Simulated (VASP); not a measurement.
# VASP 6.6.1 run: SrO

INCAR

```
SIGMA = 0.02
ISMEAR = -1
NBANDS = 15
ISIF = 2
GGA = RE
IBRION = -1
PREC = Accurate
LCHARG = .FALSE.
LASPH = .TRUE.
LREAL = .FALSE.
ENCUT = 520
NSW = 0
LWAVE = .FALSE.
EDIFF = 1E-7
NELM = 93
```

KPOINTS

```
KPOINTS created by Atomic Simulation Environment
0
Gamma
8 8 8
0 0 0
```

POSCAR

```
Sr O
 1.0000000000000000
     0.1150148237000000    2.5917114565000001    2.5917114565000001
     2.5917114565000001    0.1150148237000000    2.5917114565000001
     2.5917114565000001    2.5917114565000001    0.1150148237000000
 Sr  O
   1   1
Cartesian
  0.0000000000000000  0.0000000000000000  0.0000000000000000
  2.6492188683500006  2.6492188683500006  2.6492188683500006
```

The recommended PBE PAW datasets give the neutral cell 16 valence electrons.

Command

```
mpirun -np 1 vasp_std
```

OSZICAR

```
N       E                     dE             d eps       ncg     rms          rms(c)
DAV:   1     0.692299552469E+02    0.69230E+02   -0.84885E+03  1958   0.105E+03
DAV:   2    -0.103515973882E+02   -0.79582E+02   -0.72450E+02  2695   0.222E+02
DAV:   3    -0.134411041791E+02   -0.30895E+01   -0.30746E+01  2479   0.395E+01
DAV:   4    -0.135015268385E+02   -0.60423E-01   -0.60415E-01  2455   0.546E+00
DAV:   5    -0.135030565717E+02   -0.15297E-02   -0.15297E-02  2471   0.692E-01    0.176E+01
DAV:   6    -0.114087330897E+02    0.20943E+01   -0.64384E+00  2013   0.198E+01    0.204E+01
DAV:   7    -0.113062087577E+02    0.10252E+00   -0.24799E-01  2392   0.460E+00    0.119E+01
DAV:   8    -0.113122717339E+02   -0.60630E-02   -0.11638E-01  2468   0.346E+00    0.544E-01
DAV:   9    -0.113145531373E+02   -0.22814E-02   -0.52358E-03  2391   0.532E-01    0.252E-01
DAV:  10    -0.113156229059E+02   -0.10698E-02   -0.10349E-03  2083   0.263E-01    0.658E-02
DAV:  11    -0.113157588690E+02   -0.13596E-03   -0.12884E-04  2279   0.893E-02    0.313E-02
DAV:  12    -0.113157961324E+02   -0.37263E-04   -0.57728E-05  2048   0.549E-02    0.428E-03
DAV:  13    -0.113157961830E+02   -0.50593E-07   -0.73121E-07  2489   0.722E-03
   1 F= -.11315796E+02 E0= -.11315796E+02  d E =-.148758E-12
```

From OUTCAR

```
k-points           NKPTS =     65   k-points in BZ     NKDIM =     65   number of bands    NBANDS=     15

   NELECT =      16.0000    total number of electrons

   dimension x,y,z NGX =    28 NGY =   28 NGZ =   28
   dimension x,y,z NGXF=    56 NGYF=   56 NGZF=   56

  energy-cutoff  :      520.00
  volume of cell :       32.50
      direct lattice vectors                 reciprocal lattice vectors
     0.115014824  2.591711457  2.591711457    -0.206264121  0.197499500  0.197499500
     2.591711457  0.115014824  2.591711457     0.197499500 -0.206264121  0.197499500
     2.591711457  2.591711457  0.115014824     0.197499500  0.197499500 -0.206264121

 k-points in reciprocal lattice and weights: KPOINTS created by Atomic Simulation Env
   0.00000000  0.00000000  0.00000000       0.002
   0.12500000 -0.00000000 -0.00000000       0.012
   0.25000000 -0.00000000 -0.00000000       0.012
   0.37500000  0.00000000  0.00000000       0.012
   0.50000000 -0.00000000 -0.00000000       0.006
   0.12500000  0.12500000 -0.00000000       0.012
   0.25000000  0.12500000 -0.00000000       0.023
   0.37500000  0.12500000  0.00000000       0.023
   ...

 E-fermi :   2.5708

 k-point     1 :       0.0000    0.0000    0.0000
  band No.  band energies     occupation
      1     -30.3284      2.00000
      2     -13.1928      2.00000
      3     -11.9505      2.00000
      4     -11.8965      2.00000
      5     -11.8965      2.00000
      6       1.9354      2.00000
      7       2.0871      2.00000
      8       2.0871      2.00000
      9       6.3886      0.00000
     10       7.9087      0.00000
     11       8.5940      0.00000
     12       8.5940      0.00000
     13      10.6460      0.00000
     14      10.6460      0.00000
     15      15.1416      0.00000

 k-point     2 :       0.1250   -0.0000   -0.0000
  band No.  band energies     occupation
      1     -30.3023      2.00000
      2     -13.5534      2.00000
      3     -11.9533      2.00000
      4     -11.9180      2.00000
      5     -11.6088      2.00000
      6       1.6025      2.00000
      7       1.7184      2.00000
      8       1.8822      2.00000
      9       7.0890      0.00000
     10       8.2268      0.00000
     11       8.4291      0.00000
     12       8.9496      0.00000
     13      11.0658      0.00000
     14      11.0706      0.00000
     15      16.2623      0.00000

 k-point     3 :       0.2500   -0.0000   -0.0000
  band No.  band energies     occupation
      1     -30.2387      2.00000
      2     -14.1518      2.00000
      3     -11.9766      2.00000
      4     -11.9690      2.00000
      5     -11.1689      2.00000
      6       0.7488      2.00000
      7       1.1971      2.00000
      8       1.4411      2.00000
      9       8.2228      0.00000
     10       8.6077      0.00000
     11       9.3100      0.00000
     12       9.9199      0.00000
     13      12.1110      0.00000
     14      12.1289      0.00000
     15      18.4245      0.00000

 ...

  Total        2.1131034      2.1131034      2.1131034     -0.5487103     -0.5487103     -0.5487103
  in kB      104.1688519    104.1688519    104.1688519    -27.0495595    -27.0495595    -27.0495595
  external PRESSURE =     104.1688519 kB  Pullay stress =       0.0000000 kB

 POSITION                                       TOTAL-FORCE (eV/Angst)
 -----------------------------------------------------------------------------------
      0.00000      0.00000      0.00000        -0.000000      0.000000     -0.000000
      2.64922      2.64922      2.64922         0.000000     -0.000000      0.000000
 -----------------------------------------------------------------------------------
    total drift:                                0.000000      0.000000      0.000000

  FREE ENERGIE OF THE ION-ELECTRON SYSTEM (eV)
  ---------------------------------------------------
  free  energy   TOTEN  =       -11.3157961830 eV

  energy  without entropy=      -11.3157961830  energy(sigma->0) =      -11.31579618
```

It converged. Results: gap between bands v and c on the k mesh 3.23 eV; least direct gap on the k mesh 3.30 eV; pressure 10.4 GPa. Band v is the last that the valence electrons fill when counted band by band, and c is the next.

For comparison, a separate PBE run of the intended cell, on usual settings and not on those above, gives a gap of 3.15 eV on its mesh and a pressure of 8.0 GPa.

The run above took about 27 s on one core of a shared host (Intel Xeon Platinum 8488C) and held 0.18 GiB at most.
